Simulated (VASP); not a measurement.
A run of VASP 6.6.1:

The input INCAR:

```
SYSTEM = C
ALGO = Normal
DIPOL = 0.5 0.5 0.500
EDIFF = 1E-6
ENCUT = 520
IDIPOL = 3
ISIF = 2
ISMEAR = 0
LASPH = .True.
LCHARG = .True.
LDIPOL = .True.
LELF = .True.
LREAL = .False.
LVACPOTAV = .True.
LVHAR = .True.
LWAVE = .False.
NBANDS = 11
NELM = 100
PREC = Accurate
SIGMA = 0.1
```

File KPOINTS:

```
k-points
0
Gamma
  21 21 1
  0 0 0
```

Contents of POSCAR:

```
C
1.0
    2.6400000000      0.0000000000      0.0000000000
   -1.3200000000      2.2863070660      0.0000000000
    0.0000000000      0.0000000000     28.0000000000
C
2
Direct
    0.3333333333      0.6666666667      0.5101964286
    0.6666666667      0.3333333333      0.4898035714
```

Potentials or basis: VASP PAW LDA potentials, release 64 (C).

Run with:

```console
$ cat potpaw_LDA.64/C/POTCAR > POTCAR
$ mpirun -np 1 vasp_std > vasp.out
```

Hardware: 1 thread of AMD EPYC 9R14 (Zen 4), on a shared host.

Estimate the wall time of this run.

Wall time 88 s on 1 thread of AMD EPYC 9R14 (Zen 4) (shared host), peak memory 0.22 GiB. Counts: scf iterations 20, k points 48.
